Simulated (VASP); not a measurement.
# As (R-3m) in VASP: further runs

Runs on As. Level: PBE. Tasks: relaxation of cell and atoms.

All numbers are computed with VASP 6.6.1; they aren't measurements. Logs are shortened: lines on timing, memory, paths and dates and some standing lists are left out, and cuts for length are marked.

### 1 The structure

The structure is trigonal, space group R-3m (No. 166). Conventional cell: a = 3.762 Å, b = 3.762 Å, c = 10.542 Å, α = 90.00°, β = 90.00°, γ = 120.00°. As (site symmetry 3m) is surrounded by 3 As at 2.51 Å.

### 2 Relaxation of cell and atoms, PBE

INCAR reads:

```
PREC = Accurate ; ENCUT = 520
EDIFF = 1E-6 ; ISMEAR = 0
SIGMA = 0.1 ; LREAL = False
LASPH = True ; NELM = 120
ALGO = Normal ; ISIF = 3
LWAVE = False ; LCHARG = False
GGA = PE ; IBRION = 2
NSW = 90 ; EDIFFG = -0.01
```

KPOINTS reads:

```
Automatic mesh
0
Gamma
  14 14 14
```

POSCAR reads:

```
As
1.0
    1.8807969000      1.0858786000      3.5140619900
   -1.8807969000      1.0858786000      3.5140619900
    0.0000000000     -2.1717571900      3.5140619900
As
2
Direct
    0.7740000000      0.7740000000      0.7740000000
    0.2260000000      0.2260000000      0.2260000000
```

Potentials or basis: VASP PAW PBE potentials, release 64 (As).

On the command line:

```
cat potpaw_PBE.64/As/POTCAR > POTCAR
mpirun -np 1 vasp_std > vasp.out
```

OUTCAR:

```text
PREC = Accurate
   ENCUT = 520
   EDIFF = 1E-6
   ISMEAR = 0
   LREAL = False
   LASPH = True
   NELM = 120
   ISIF = 3
   GGA = PE
   IBRION = 2
   NSW = 90
   EDIFFG = -0.01

 ion  position               nearest neighbor table
   1  0.774  0.774  0.774-   2 2.51   2 2.51   2 2.51
   2  0.226  0.226  0.226-   1 2.51   1 2.51   1 2.51

  LATTYP: Found a trigonal (rhomboedric) cell.
 ALAT       =     4.1309999979
 COS(alpha) =     0.5854247158

  Lattice vectors:

 A1 = (   1.8807969000,   1.0858786000,   3.5140619900)
 A2 = (  -1.8807969000,   1.0858786000,   3.5140619900)
 A3 = (   0.0000000000,  -2.1717571900,   3.5140619900)

Analysis of symmetry for initial positions (statically):
=====================================================================
 Subroutine PRICEL returns:
 Original cell was already a primitive cell.

 Routine SETGRP: Setting up the symmetry group for a
 trigonal (rhombohedral) supercell.

 Subroutine GETGRP returns: Found 12 space group operations
 (whereof 12 operations were pure point group operations)
 out of a pool of 12 trial point group operations.

The static configuration has the point symmetry D_3d.

Analysis of symmetry for dynamics (positions and initial velocities):
=====================================================================
 Subroutine PRICEL returns:
 Original cell was already a primitive cell.

 Routine SETGRP: Setting up the symmetry group for a
 trigonal (rhombohedral) supercell.

 Subroutine GETGRP returns: Found 12 space group operations
 (whereof 12 operations were pure point group operations)
 out of a pool of 12 trial point group operations.

The dynamic configuration has the point symmetry D_3d.

 Subroutine INISYM returns: Found 12 space group operations
 (whereof 12 operations are pure point group operations),
 and found     1 'primitive' translations

----------------------------------------------------------------------------------------

                                     Primitive cell

  volume of cell :      43.0610

  direct lattice vectors                    reciprocal lattice vectors
     1.880796900  1.085878600  3.514061990     0.265844760  0.153485544  0.094856987
    -1.880796900  1.085878600  3.514061990    -0.265844760  0.153485544  0.094856987
     0.000000000 -2.171757190  3.514061990     0.000000000 -0.306971087  0.094856988

  length of vectors
     4.130999998  4.130999998  4.130999995     0.321292851  0.321292851  0.321292852

  position of ions in fractional coordinates (direct lattice)
     0.774000000  0.774000000  0.774000000
     0.226000000  0.226000000  0.226000000

  ion indices of the primitive-cell ions
   primitive index   ion index
                 1           1
                 2           2

----------------------------------------------------------------------------------------

 KPOINTS: Automatic mesh

Automatic generation of k-mesh.
 Grid dimensions read from file:
 generate k-points for:   14   14   14

 Generating k-lattice:

  Cartesian coordinates                     Fractional coordinates (reciprocal lattice)
     0.018988911  0.010963253  0.006775499     0.071428571  0.000000000 -0.000000000
    -0.018988911  0.010963253  0.006775499     0.000000000  0.071428571 -0.000000000
     0.000000000 -0.021926506  0.006775499     0.000000000  0.000000000  0.071428571

  Length of vectors
     0.022949489  0.022949489  0.022949489

  Shift w.r.t. Gamma in fractional coordinates (k-lattice)
     0.000000000  0.000000000  0.000000000

 Subroutine IBZKPT returns following result:
 ===========================================

 Found    288 irreducible k-points:

 Following reciprocal coordinates:
            Coordinates               Weight
  0.000000  0.000000  0.000000      1.000000
  0.071429  0.000000  0.000000      6.000000
  0.142857  0.000000  0.000000      6.000000
  0.214286  0.000000  0.000000      6.000000
  0.285714  0.000000 -0.000000      6.000000
  0.357143  0.000000 -0.000000      6.000000
[... 16 lines left out ...]
  0.214286  0.142857  0.000000     12.000000
  0.285714  0.142857  0.000000     12.000000
 [... further k-points ...]
   k-points           NKPTS =    288   k-points in BZ     NKDIM =    288   number of bands    NBANDS=      9
   number of dos      NEDOS =    301   number of ions     NIONS =      2
   total plane-waves  NPLWV =  32768
   dimension x,y,z NGX =    32 NGY =   32 NGZ =   32
   dimension x,y,z NGXF=    64 NGYF=   64 NGZF=   64
   ions per type =               2
   NGX,Y,Z   is equivalent  to a cutoff of  12.88, 12.88, 12.88 a.u.
   NGXF,Y,Z  is equivalent  to a cutoff of  25.76, 25.76, 25.76 a.u.
 SYSTEM =  unknown system
   PREC   = accura    normal or accurate (medium, high low for compatibility)
   ISTART =      0    job   : 0-new  1-cont  2-samecut
   ICHARG =      2    charge: 1-file 2-atom 10-const
   ISPIN  =      1    spin polarized calculation?
   LNONCOLLINEAR =      F non collinear calculations
   LSORBIT =      F    spin-orbit coupling
   LASPH  =      T    aspherical Exc in radial PAW
   ENCUT  =  520.0 eV  38.22 Ry    6.18 a.u.   7.68  7.68  7.68*2*pi/ulx,y,z
   NELM   =    120;   NELMIN=  2; NELMDL= -5     # of ELM steps
   EDIFF  = 0.1E-05   stopping-criterion for ELM
   LREAL  =      F    real-space projection
   EDIFFG = -.1E-01   stopping-criterion for IOM
   NSW    =     90    number of steps for IOM
   IBRION =      2    ionic relax: 0-MD 1-quasi-New 2-CG
   NFREE  =      1    steps in history (QN), initial steepest desc. (CG)
   ISIF   =      3    stress and relaxation
   ISYM   =      2    0-nonsym 1-usesym 2-fastsym
   POTIM  = 0.5000    time-step for ionic-motion
   TEBEG  =    0.0;   TEEND  =   0.0 temperature during run
   PSTRESS=    0.0 pullay stress
   NELECT =      10.0000    total number of electrons
   NUPDOWN=      -1.0000    fix difference up-down
   EMIN   =  10.00;   EMAX   =-10.00  energy-range for DOS
   EFERMI =   0.00;   METHOD = LEGACY
   ISMEAR =     0;   SIGMA  =   0.10  broadening in eV -4-tet -1-fermi 0-gaus
   EFERMI_NEDOS =   21; number of points for ismear=-14 and -15
   IALGO  =     38    algorithm
   IMIX   =      4    mixing-type and parameters
     AMIX     =   0.40;   BMIX     =  1.00
     AMIX_MAG =   1.60;   BMIX_MAG =  1.00
  volume/ion in A,a.u.               =      21.53       145.29
  Fermi-wavevector in a.u.,A,eV,Ry     =   1.006268  1.901570 13.776916  1.012575
  Thomas-Fermi vector in A             =   2.138999
   LORBIT       =      0    0 simple, 1 ext, 2 COOP (PROOUT), +10 PAW based schemes
   GGA     = PE    functional components
   LHFCALC =     F    Hartree Fock is set to
   AEXX    =    0.0000 exact exchange contribution
   IVDW    =     0    specifies the selected vdW correction
   LEPSILON=     F    determine dielectric tensor
   LRPA    =     F    only Hartree local field effects (RPA)
 conjugate gradient relaxation of ions
 non-spin polarized calculation
 Gauss-broadening in eV      SIGMA  =   0.10
  energy-cutoff  :      520.00
  volume of cell :       43.06
 maximum number of plane-waves:      1177
   NGX = 15   NGY = 15   NGZ = 15

--------------------------------------- Ionic step        1  -------------------------------------------

 number of electron      10.0000000 magnetization

 Free energy of the ion-electron system (eV)
  ---------------------------------------------------
  ext. energy  EPLUGINS =         0.00000000
  ---------------------------------------------------
  free energy    TOTEN  =        -9.31270661 eV

  energy without entropy =       -9.31200773  energy(sigma->0) =       -9.31235717

 E-fermi :   5.5318     XC(G=0):  -9.9633

 val. band max:        5.5067088752   @ k =  -0.4286   0.5000   0.4286
 cond. band min:       5.5424938093   @ k =   0.3571   0.1429   0.1429
 fundamental gap:      0.0357849341
 Fermi energy:         5.5318155180

 k-point     1 :       0.0000    0.0000    0.0000
  band No.  band energies     occupation
      1      -9.6066      2.00000
      2      -0.3196      2.00000
      3       2.9897      2.00000
      4       3.4194      2.00000
      5       3.4194      2.00000
      6       7.0469      0.00000
      7       8.3617      0.00000
      8       8.3617      0.00000
      9      12.3460      0.00000
[... 265 lines left out ...]
 k-point    24 :       0.2857    0.1429    0.0000
  band No.  band energies     occupation
      1      -8.6891      2.00000
      2      -2.5892      2.00000
      3       1.7747      2.00000
      4       2.2901      2.00000
      5       4.2644      2.00000
      6       6.8616      0.00000
      7       8.1104      0.00000
      8       8.6312      0.00000
      9      10.5693      0.00000

 [... further k-points ...]
[... 5 lines left out ...]
  --------------------------------------------------------------------------------------
  -------------------------------------------------------------------------------------
  Total        1.1799086      1.1799086      0.9569494     -0.0000000      0.0000000      0.0000000
  in kB       43.9010695     43.9010695     35.6053882     -0.0000000      0.0000000      0.0000000
  external PRESSURE =      41.1358424 kB  Pullay stress =       0.0000000 kB
[... 89 lines left out ...]
  FREE ENERGIE OF THE ION-ELECTRON SYSTEM (eV)
  ---------------------------------------------------
  free  energy   TOTEN  =        -9.3424559052 eV

  energy  without entropy=       -9.3417093617  energy(sigma->0) =       -9.34208263

[... ionic steps 4 to 8 ...]

--------------------------------------- Ionic step        9  -------------------------------------------

 number of electron       9.9999999 magnetization

------------------------ aborting loop because EDIFF is reached ----------------------------------------
[... 67 lines left out ...]
--------------------------------------- Ionic step       11  -------------------------------------------

 number of electron       9.9999999 magnetization

 Free energy of the ion-electron system (eV)
  ---------------------------------------------------
  ext. energy  EPLUGINS =         0.00000000
  ---------------------------------------------------
  free energy    TOTEN  =        -9.34283541 eV

  energy without entropy =       -9.34199697  energy(sigma->0) =       -9.34241619

 E-fermi :   4.9639     XC(G=0):  -9.7474

 val. band max:        4.9002708742   @ k =   0.4286   0.0000   0.0000
 cond. band min:       4.9684986476   @ k =  -0.4286   0.5000   0.4286
 fundamental gap:      0.0682277734
 Fermi energy:         4.9638574680

 k-point     1 :       0.0000    0.0000    0.0000
  band No.  band energies     occupation
      1      -9.6915      2.00000
      2      -1.1583      2.00000
      3       2.5080      2.00000
      4       3.0440      2.00000
      5       3.0440      2.00000
      6       6.5749      0.00000
      7       7.7461      0.00000
      8       7.7461      0.00000
      9      11.8369      0.00000
[... 265 lines left out ...]
 k-point    24 :       0.2857    0.1429    0.0000
  band No.  band energies     occupation
      1      -8.8205      2.00000
      2      -3.1443      2.00000
      3       1.4389      2.00000
      4       1.9643      2.00000
      5       3.7331      2.00000
      6       6.2139      0.00000
      7       7.5504      0.00000
      8       7.9240      0.00000
      9      10.1175      0.00000

 [... further k-points ...]
[... 5 lines left out ...]
  --------------------------------------------------------------------------------------
  -------------------------------------------------------------------------------------
  Total        0.0125402      0.0125402      0.0081385      0.0000000      0.0000000      0.0000000
  in kB        0.4436828      0.4436828      0.2879458      0.0000000      0.0000000      0.0000000
  external PRESSURE =       0.3917705 kB  Pullay stress =       0.0000000 kB
[... 17 lines left out ...]
  FREE ENERGIE OF THE ION-ELECTRON SYSTEM (eV)
  ---------------------------------------------------
  free  energy   TOTEN  =        -9.3428354053 eV

  energy  without entropy=       -9.3419969682  energy(sigma->0) =       -9.34241619

 reached required accuracy - stopping structural energy minimisation
```

It took 8.7 min on 1 thread of Intel Xeon Platinum 8375C at 2.90GHz (Ice Lake), shared host; peak memory 0.27 GiB.

Results:

- Free energy: -9.3428 eV
- Relaxed volume: 22.64 Å³/atom
- Relaxed cell: a = 4.214 Å, b = 4.214 Å, c = 4.214 Å, α = 53.83°, β = 53.83°, γ = 53.83°
- Space group after relaxing (to 0.05 Å): R-3m (No. 166)
- Energy gained by relaxing: 15.1 meV/atom
- Ionic steps: 11
- Pressure after relaxing: 0.0 GPa
- Largest force after relaxing: 0.008 eV/Å
- Band gap on the k mesh: none (metal or under the smearing width)

Forces in eV/Å, atoms in the order of the input:
```
As   0.000  0.000  0.008
As   0.000  0.000 -0.008
```

The path:
```csv
step,energy change (eV),largest force (eV/Å),pressure (GPa),volume (Å³)
1,0.0000,0.4874,4.11,43.06
2,-0.0111,0.3908,-2.69,46.60
3,-0.0297,0.0282,0.05,44.97
4,-0.0297,0.0186,0.12,44.93
5,-0.0298,0.0100,0.10,44.99
6,-0.0299,0.0162,0.04,45.15
7,-0.0300,0.0003,-0.03,45.22
8,-0.0300,0.0180,-0.11,45.29
9,-0.0301,0.0166,-0.07,45.29
10,-0.0301,0.0147,0.01,45.28
11,-0.0301,0.0079,0.04,45.28
```

Final structure:
```xyz
2
Lattice="1.9075 1.1013 3.5926 -1.9075 1.1013 3.5926 0.0000 -2.2026 3.5926" Properties=species:S:1:pos:R:3 pbc="T T T"
As    0.0000    0.0000    8.3347
As    0.0000    0.0000    2.4430
```

PBE usually gives volumes a little too large and moduli too small. Zero-point motion and thermal expansion aren't in these numbers.

(Part 1 of 2 ends here.)
